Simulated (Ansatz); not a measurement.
# BN: the cost of one run

Program: Ansatz 0.2.0. Level of theory: DFT LDA, scalar-relativistic, plane waves, PAW. These are calculated values, not measurements.

2 further runs of the same task are left out: 2 set aside as unsound or not needed.

**1. Starting point**

The structure is hexagonal, space group P6_3/mmc (No. 194). Conventional cell: a = 2.488 Å, b = 2.488 Å, c = 6.495 Å, α = 90.00°, β = 90.00°, γ = 120.00°. B (site symmetry -6m2) has 3 N at 1.44 Å as nearest neighbours. N (site symmetry -6m2) is surrounded by 3 B at 1.44 Å.

Coordinates:

```cif
data_structure
_symmetry_space_group_name_H-M 'P 1'
_symmetry_Int_Tables_number 1
_cell_length_a 2.4884
_cell_length_b 2.4884
_cell_length_c 6.4953
_cell_angle_alpha 90.000
_cell_angle_beta 90.000
_cell_angle_gamma 120.000
_cell_volume 34.83
loop_
_atom_site_label
_atom_site_type_symbol
_atom_site_fract_x
_atom_site_fract_y
_atom_site_fract_z
_atom_site_occupancy
B1 B 0.33333 0.66667 0.25000 1
B2 B 0.66667 0.33333 0.75000 1
N1 N 0.33333 0.66667 0.75000 1
N2 N 0.66667 0.33333 0.25000 1
```

This cell was relaxed beforehand with the same method: volume 8.71 Å³/atom, gap on the mesh 4.07 eV.

**2. What is varied**

The energy is mapped over two normal modes frozen in (zone-centre modes of the cell shown).

The axes are (1) amplitude of mode 6 (113 cm⁻¹), largest displacement: 9 values from −0.229 Å; (2) amplitude of mode 10 (1386 cm⁻¹), largest displacement: 9 values from −0.067 Å.

Nothing else is relaxed (the cell and all other modes fixed). Energies count from the relaxed high-symmetry cell. Points are written as (first, second).

The modes come from a phonon run on the reference cell, made beforehand.

The patterns, per unit of each coordinate (Å):

```
atom     x1     y1      z1      x2     y2     z2
  B1  0.000  0.000   1.000   1.000  0.000  0.000
  B2  0.000  0.000  -1.000  -0.005  0.000  0.000
  N3  0.000  0.000  -0.992   0.004  0.000  0.000
  N4  0.000  0.000   0.992  -0.772  0.000  0.000
```

**3. Grid point (−0.172 Å, −0.067 Å)**

input.yaml

```yaml
crystal:
  lattice:
    - [2.4883517136, 0.0, 0.0]
    - [-1.2441758568, 2.1549757975, 0.0]
    - [0.0, 0.0, 6.4952714786]
  atoms:
    - { symbol: B, position: [0.3064078792, 0.6666666667, 0.2235499893] }
    - { symbol: B, position: [0.6667932326, 0.3333333333, 0.7764500107] }
    - { symbol: "N", position: [0.3332220625, 0.6666666667, 0.7762324441] }
    - { symbol: "N", position: [0.6874601665, 0.3333333333, 0.2237675559] }
basis:
  ecutwfc: 520.0
kpoints:
  mp_grid: { grid: [12, 12, 4] }
hamiltonian:
  xc: lda
  pseudopotentials: { kind: paw, azcp: { folder: soft_1 } }
scf:
  occupations: { method: gaussian, width: 0.05 }
output:
  forces: true
  stress: true
  eigenvalues: true
```

On the command line:

```bash
$ ansatz run input.yaml --threads 1 --pin off --max-ram 2048MiB --backend cpu --events-out ev --progress --plain --runs-dir out
```

Q: Estimate wall time and peak memory on 1 thread of Arm Neoverse N1, shared host.

About 34 s, with a peak of 0.44 GiB.
